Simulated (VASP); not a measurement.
# WSe₂: convergence, self-consistent run

WSe₂, sheet, 3 atoms in the cell. RPBE; PAW potentials Se, W_sv (PBE set). VASP 6.6.1. The cell is changed on purpose: last atom moved by 0.05 Å along z.

Wanted: energy within 2 meV/atom; forces within 0.01 eV/Å.

What the run is for: forces; Accuracy asked: standard.

POSCAR:
```
WSe2
1.0
    3.3276276689      0.0000000000      0.0000000000
   -1.6638138344     -2.8818100956      0.0000000000
    0.0000000000      0.0000000000    -19.3640059305
Se W
2 1
Direct
    0.0000000000      0.0000000000      0.4131376500
    0.0000000000      0.0000000000      0.5868623500
    0.6666666700      0.3333333300      0.4974178900
```

The series start from Plane-wave cutoff (eV): 290; k-point mesh: 8 × 8 × 1; Electronic threshold (eV): 1e-6; Electronic algorithm: ALGO=Normal; Delay and inner steps: defaults. Each series keeps the choices made before it, and each single choice may use up half of a tolerance.

## Plane-wave cutoff (eV)

| Plane-wave cutoff (eV) | Energy less reference (meV/atom) | Forces, largest deviation (eV/Å) | SCF iterations | Time (s) |
|---|---|---|---|---|
| 220 | 7.6 | 0.017 | 23 | 7.7 |
| 260 | 2.1 | 0.004 | 23 | 12 |
| 290 | 1.4 | 0.003 | 23 | 12 |
| 340 | 0.8 | 0.002 | 23 | 14 |
| 400 | 0.2 | 0.000 | 23 | 18 |
| 500 | 0.1 | 0.000 | 23 | 21 |
| 550 (reference) | 0.0 | 0.000 | 23 | 34 |

Chosen: 340, the loosest value from which every tighter one stays within half of the tolerance.

## k-point mesh

| k-point mesh | Energy less reference (meV/atom) | Forces, largest deviation (eV/Å) | SCF iterations | Time (s) |
|---|---|---|---|---|
| 3 × 3 × 1 | 4.0 | 0.194 | 23 | 8.8 |
| 4 × 4 × 1 | -16.1 | 0.057 | 23 | 9.4 |
| 5 × 5 × 1 | 0.4 | 0.005 | 22 | 10 |
| 6 × 6 × 1 | 0.8 | 0.004 | 22 | 12 |
| 8 × 8 × 1 | 0.1 | 0.000 | 23 | 14 |
| 10 × 10 × 1 | 0.0 | 0.000 | 23 | 18 |
| 12 × 12 × 1 | 0.0 | 0.000 | 23 | 22 |
| 15 × 15 × 1 (reference) | 0.0 | 0.000 | 23 | 30 |

Chosen: 5 × 5 × 1.

## Electronic threshold (eV)

| Electronic threshold (eV) | Energy less reference (meV/atom) | Forces, largest deviation (eV/Å) | SCF iterations | Time (s) |
|---|---|---|---|---|
| 0.001 | 0.1 | 0.004 | 12 | 5.3 |
| 0.0001 | 0.1 | 0.001 | 14 | 6.2 |
| 1e-5 | 0.0 | 0.000 | 20 | 8.6 |
| 1e-6 | 0.0 | 0.000 | 22 | 10 |
| 1e-7 | 0.0 | 0.000 | 24 | 10 |
| 1e-8 (reference) | 0.0 | 0.000 | 26 | 11 |

Chosen: 0.001.

## Electronic algorithm

| Electronic algorithm | Energy less reference (meV/atom) | Forces, largest deviation (eV/Å) | SCF iterations | Time (s) |
|---|---|---|---|---|
| ALGO=Normal | 0.0 | 0.000 | 12 | 5.3 |
| ALGO=Fast | -0.1 | 0.010 | 11 | 5.1 |
| ALGO=VeryFast | -0.1 | 0.002 | 18 | 6.1 |
| ALGO=All ISEARCH=1 | 0.1 | 0.022 | 15 | 8.2 |
| ALGO=All ISEARCH=0 | 0.1 | 0.022 | 15 | 8.3 |
| ALGO=Damped TIME=0.4 | 0.0 | 0.040 | 23 | 8.5 |
| ALGO=Damped TIME=0.1 | 0.7 | 0.027 | 30 | 11 |

Chosen: ALGO=Normal; no other choice that stays within half of the tolerance saves 30 % of the time.

## Delay and inner steps

| Delay and inner steps | Energy less reference (meV/atom) | Forces, largest deviation (eV/Å) | SCF iterations | Time (s) |
|---|---|---|---|---|
| defaults | 0.0 | 0.000 | 12 | 5.3 |
| NELMDL=-2 | 0.0 | 0.002 | 10 | 5.1 |
| NELMDL=-8 | 0.0 | 0.000 | 15 | 5.6 |
| NELMDL=-12 | 0.0 | 0.000 | 19 | 6.0 |
| NRMM=2 | 0.0 | 0.004 | 12 | 4.8 |
| NRMM=6 | 0.0 | 0.000 | 12 | 5.2 |
| WEIMIN=0.001 | 0.0 | 0.000 | 12 | 5.1 |

Chosen: defaults.

## All choices together

| Input | Energy less reference (meV/atom) | Forces, largest deviation (eV/Å) | Time (s) |
|---|---|---|---|
| the program's defaults (naive) | 9.7 | 0.015 | 1.6 |
| chosen settings | 1.2 | 0.006 | 5.3 |
| reference settings throughout | 0.0 | 0.000 | 73 |

The tolerance is met.

Values of the reference run: Forces: 0, 0, 0.8488, 0, 0, 0.5399, 0, 0, -1.389 eV/Å.

## The input

INCAR:
```
SYSTEM = WSe2
GGA = RP
LDIPOL = .True.
IDIPOL = 3
DIPOL = 0.5 0.5 0.499
ISMEAR = 0
SIGMA = 0.03
LWAVE = .False.
LCHARG = .False.
ISIF = 0
PREC = Accurate
LASPH = .True.
LREAL = .False.
ALGO = Normal
EDIFF = 0.001
NELM = 120
GGA_COMPAT = .False.
ENCUT = 340
EFERMI = MIDGAP
```

KPOINTS:
```
Automatic mesh
0
Gamma
  5 5 1
  0 0 0
```

Commands:
```
cat potpaw_PBE.64/Se/POTCAR potpaw_PBE.64/W_sv/POTCAR > POTCAR
mpirun -np 1 vasp_std > vasp.out
```

The chosen input took VASP 6.6.1 5.3 s on 1 core (Intel Xeon 6975P-C (Granite Rapids)), a shared host.

## An input that fails: too few electronic steps

The electronic loop stops at its limit of 7 steps.

Changes against the starting input:
```
- NELM = 120
+ NELM = 7
```
